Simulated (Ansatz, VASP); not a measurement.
## Two plane-wave programs on Si3Mo

```
Si Mo
1.0
     3.97031    0.00000    0.00000
     0.00000    3.97031    0.00000
     0.00000    0.00000    3.97031
Si Mo
3 1
Direct
  0.00000 0.50000 0.50000
  0.50000 0.00000 0.50000
  0.50000 0.50000 0.00000
  0.00000 0.00000 0.00000
```

Change from the starting cell: species swapped into the ZnPd3 type (Pm-3m, No. 221).

Alike in both runs: task single point; functional PBE; k mesh 4 × 4 × 4; occupations gaussian, width 0.1 eV; no spin polarisation.

```csv
,VASP,Ansatz
version,VASP 6.6.1,Ansatz 0.2.0
potentials or method,"VASP PAW PBE potentials, release 64 (Si, Mo_sv)","scalar-relativistic, plane waves, PAW"
plane-wave cutoff (eV),520,420
valence electrons in the cell,26,26
```

Ansatz gave:

* gap on the k mesh at the Fermi level (eV): none
* pressure (GPa): -13.6

Problem. What did VASP give for the same quantities?

Solution. gap on the k mesh at the Fermi level (eV): none; pressure (GPa): -13.5.

A gap of «none» marks a metal or a gap that the smearing closes. The functional is the same, so the differences come from potentials, cutoffs and numerics.

Caveats: the k mesh is coarse (spacing up to 0.40 Å⁻¹), so the values aren't converged.
